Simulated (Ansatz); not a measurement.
CsBr (started from an entry of an open crystallographic database), relaxed with r2SCAN: 7 runs in the plane-wave code Ansatz, each a construction of maximally localised Wannier functions. Space group Pm-3m (No. 221), cubic; a = 4.320 Å in the conventional setting, 40.30 Å³ an atom. Cs is surrounded by 8 Br at 3.74 Å; Br is surrounded by 8 Cs at 3.74 Å. Spin-unpolarised throughout; all numbers are computed.

```
CELL_PARAMETERS angstrom
4.31960 0.00000 0.00000
0.00000 4.31960 0.00000
0.00000 0.00000 4.31960
ATOMIC_POSITIONS crystal
Cs 0.00000 0.00000 0.00000
Br 0.50000 0.50000 0.50000
```

Windows count from the top of the filled bands; a dash means that no such window was set (without an outer window there is no disentanglement).

```csv
functional,SCF mesh,trial orbitals,functions,mesh,window (eV),frozen (eV),Ω total (Å²),Ω invariant (Å²),largest spread (Å²),least projectability,"interpolation miss of the model's filled bands (eV, to the nearest computed level)"
PBE,6×6×6,"Br s, Br p",4,6×6×6,–,–,6.63,5.76,1.66,0.96,0.004
PBE,6×6×6,Br p,3,4×4×4,–,–,6.17,6.17,2.06,0.97,0.026
r2SCAN,6×6×6,Br p,3,4×4×4,–,–,6.01,6.00,2.00,0.97,0.021
HSE06,4×4×4,"Br s, Br p",4,4×4×4,–,–,6.24,5.38,1.57,0.95,–
HSE06,4×4×4,Br p,3,4×4×4,–,–,6.04,6.04,2.01,0.98,–
```

Problem. Estimate from these rows what the further settings give.

| functional | SCF mesh | trial orbitals | functions | mesh | window (eV) | frozen (eV) |
| --- | --- | --- | --- | --- | --- | --- |
| PBE | 6×6×6 | Br s, Br p | 4 | 4×4×4 | – | – |
| r2SCAN | 6×6×6 | Br s, Br p | 4 | 4×4×4 | – | – |

Solution.
```json
{"functional": "PBE", "SCF mesh": "6×6×6", "trial orbitals": "Br s, Br p", "functions": "4", "mesh": "4×4×4", "window (eV)": "–", "frozen (eV)": "–", "Ω total (Å²)": "6.38", "Ω invariant (Å²)": "5.52", "largest spread (Å²)": "1.60", "least projectability": "0.96", "interpolation miss of the model's filled bands (eV, to the nearest computed level)": "0.024"}
{"functional": "r2SCAN", "SCF mesh": "6×6×6", "trial orbitals": "Br s, Br p", "functions": "4", "mesh": "4×4×4", "window (eV)": "–", "frozen (eV)": "–", "Ω total (Å²)": "6.21", "Ω invariant (Å²)": "5.34", "largest spread (Å²)": "1.56", "least projectability": "0.95", "interpolation miss of the model's filled bands (eV, to the nearest computed level)": "0.019"}
```

A dash in the last column means that the miss wasn't evaluated.

For Br s, Br p with PBE the spread goes 6.38 Å² (4×4×4), 6.63 Å² (6×6×6): finite differences on a coarse mesh understate it.

Spin-orbit coupling is left out.
